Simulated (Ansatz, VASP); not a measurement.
One calculation of GaCo, two programs

```
Ga Co
1.0
     2.93445    0.00000    0.00000
     0.00000    2.93445    0.00000
     0.00000    0.00000    2.93445
Ga Co
1 1
Cartesian
  1.4672 1.4672 1.4672
  0.0000 0.0000 0.0000
```

Alike in both runs: task single point; functional r2SCAN; k mesh 9 × 9 × 9; occupations tetrahedron; collinear spin; Hubbard terms Co d U = 6.2 eV.

```csv
,VASP,Ansatz
version,VASP 6.6.1,Ansatz 0.2.0
potentials or method,"VASP PAW PBE potentials, release 64 (Ga_d, Co)",Ansatz PAW
plane-wave cutoff (eV),520,500
valence electrons in the cell,22,30
```

|  | VASP | Ansatz | Ansatz less VASP |
| --- | --- | --- | --- |
| gap on the k mesh at the Fermi level (eV) | none | none | - |
| pressure (GPa) | 13.7 | 18.9 | +5.15 |
| net moment per atom (μB) | 0.99 | 0.98 | -0.010 |
| size of the moment on the site where the two differ most (μB) | 1.99 | 1.90 | -0.091 |

Site moments also hang on the region over which each program counts them. The programs project onto different local orbitals, so the same U acts differently. A gap of «none» marks a metal or a gap that the smearing closes. The two sets of potentials don't hold the same shells in valence.

Caveats: the U is typed as a test and isn't derived for this compound; the PAW data sets were made with another functional, which shifts forces and pressure a little (VASP); tetrahedron occupations give inexact forces and stress in metals (VASP); the magnetic or orbital state may not be the lowest (Ansatz); the PAW data sets come from PBE, with cores solved anew for the run's functional, which leaves a small shift of forces and pressure (Ansatz); with tetrahedron occupations forces and stress needn't match the slope of the energy (Ansatz). The state reached can hang on the start; a lower one may exist.
